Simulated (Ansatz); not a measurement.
Hg: from a trial structure to a relaxed crystal

Computed with Ansatz, DFT r2SCAN, scalar-relativistic, plane waves, PAW. Cutoff 500 eV, Γ-centred k mesh, Gaussian smearing, no spin polarisation in the final step.

The start puts Hg on the fcc structure type (Fm-3m, No. 225), at a guessed volume.

```yaml
crystal:
  lattice:
    - [0.00000, 2.55450, 2.55450]
    - [2.55450, 0.00000, 2.55450]
    - [2.55450, 2.55450, 0.00000]
  atoms:
    - { symbol: Hg, position: [0.00000, 0.00000, 0.00000] }
```

Cell and atoms relax at zero pressure; the relaxation can't lower the symmetry of the start.

Energies count from the standard state of Hg at the same level.

Q: Describe the relaxed structure.

A: It keeps Fm-3m (No. 225). The result has the fcc structure. Conventional cell: a = 4.793 Å. Hg has 12 Hg at 3.39 Å.

```xyz
1
Lattice="0.0000 2.3964 2.3964 2.3964 0.0000 2.3964 2.3964 2.3964 0.0000" Properties=species:S:1:pos:R:3 pbc="T T T"
Hg    0.0000    0.0000    0.0000
```

Q: What are its volume, energy, density and gap?

A: The volume per atom is 27.52 Å³, the density is 12.10 g/cm³ and the energy over the standard structure is 0.01 eV/atom. The gap on the 20×20×20 mesh is 0 eV (a metal).

The final run used a 20×20×20 mesh on its 1-atom cell and 0.10 eV smearing. The k mesh leaves about 4 meV/atom of noise in metals. Spin–orbit coupling is left out. A structure relaxed within its symmetry needn't be a true minimum.